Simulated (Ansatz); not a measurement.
# W: the cost of one run

Method: DFT PBE, scalar-relativistic, plane waves, PAW, in Ansatz 0.2.0.

3 further runs of the same task are left out: 2 that didn't finish, 1 set aside as unsound or not needed. Runs told in other sessions of the task aren't counted.

## Step 1: The structure to begin with

It takes space group Fmmm (No. 69, orthorhombic). Conventional cell: a = 3.376 Å, b = 4.375 Å, c = 4.428 Å, α = 90.00°, β = 90.00°, γ = 90.00°. W (site symmetry mmm) has 12 W at 2.76 to 3.11 Å in its first shell of neighbours.

Coordinates:

```cif
data_structure
_symmetry_space_group_name_H-M 'P 1'
_symmetry_Int_Tables_number 1
_cell_length_a 3.1124
_cell_length_b 2.7841
_cell_length_c 2.7632
_cell_angle_alpha 68.257
_cell_angle_beta 56.190
_cell_angle_gamma 55.553
_cell_volume 16.35
loop_
_atom_site_label
_atom_site_type_symbol
_atom_site_fract_x
_atom_site_fract_y
_atom_site_fract_z
_atom_site_occupancy
W1 W 0.00000 0.00000 0.00000 1
```

Recipe of the guess: one element on all sites of the Fe type (Fmmm, No. 69). Lengths come from tabulated atomic sizes and are only a guess.

## Step 2: The guess as it stands, on a coarse mesh

Contents of input.yaml:

```yaml
crystal:
  lattice:
    - [0.0, 2.18757964, 2.2139034]
    - [1.68815426, 0.0, 2.2139034]
    - [1.68815426, 2.18757964, 0.0]
  atoms:
    - { symbol: W, position: [0.0, 0.0, 0.0] }
basis:
  ecutwfc: 420
kpoints:
  mp_grid: { grid: [8, 8, 8] }
hamiltonian:
  xc: pbe
scf:
  occupations: { method: gaussian, width: 0.1 }
  lower_state_search: "off"
output:
  forces: true
  stress: true
  eigenvalues: true
```

On the command line:

```console
> ansatz run input.yaml --threads 1 --pin off --max-ram 2560MiB --backend cpu --events-out ev --progress --plain --runs-dir out
```

What time and memory should one allow on 1 thread of Arm Neoverse N1, shared host?

About 2 s, with a peak of 0.26 GiB.
